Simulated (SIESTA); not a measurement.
Runs of SIESTA 5.4.2 on Hg. The cell holds a slab with vacuum, 4 atoms: a = 3.029 Å, b = 3.029 Å, c = 24.119 Å, α = 90.00°, β = 90.00°, γ = 84.97°. The slab is cut from a database's or a generator's crystal, which needn't be the stable form of the element.

```csv
potentials or basis,gap on the mesh (eV),largest force (eV/Å)
"PseudoDojo 0.5 standard (PBE files), DZP (energy shift 0.003 Ry; two zetas on semicore shells)",none,0.16
"SPMS 1.0 (PBE files) or PseudoDojo by element, DZP (energy shift 0.003 Ry; two zetas on semicore shells)",none,0.46
"Ansatz (PBE files), DZP (energy shift 0.003 Ry; two zetas on semicore shells)",none,0.16
"SG15 1.2 (PBE files) or PseudoDojo by element, DZP (energy shift 0.003 Ry; two zetas on semicore shells)",none,0.55
"PseudoDojo 0.4 stringent (PBE files), DZP (energy shift 0.003 Ry; two zetas on semicore shells)",none,(a)
```

Alike in all rows: task single point; level PBE; no spin polarisation; cell as given; k mesh 9 × 9 × 1; smearing fermi-dirac 0.05 eV; grid cutoff 800 Ry; energy shift 0.003 Ry.

Problem. Fill in the values left out.

Solution. (a) 0.14.

Caveats: the basis of atomic orbitals isn't converged, which shifts pressures, moduli and gaps; the valence orbitals were made in a potential fitted to the semicore shell under them, which widens gaps by tenths of an eV or more (some runs).

A k mesh can miss the band edges, and the runs leave out spin-orbit coupling on Hg.

A gap of «none» marks a metal or a gap under the smearing width.

Not every run made on this cell is shown here.
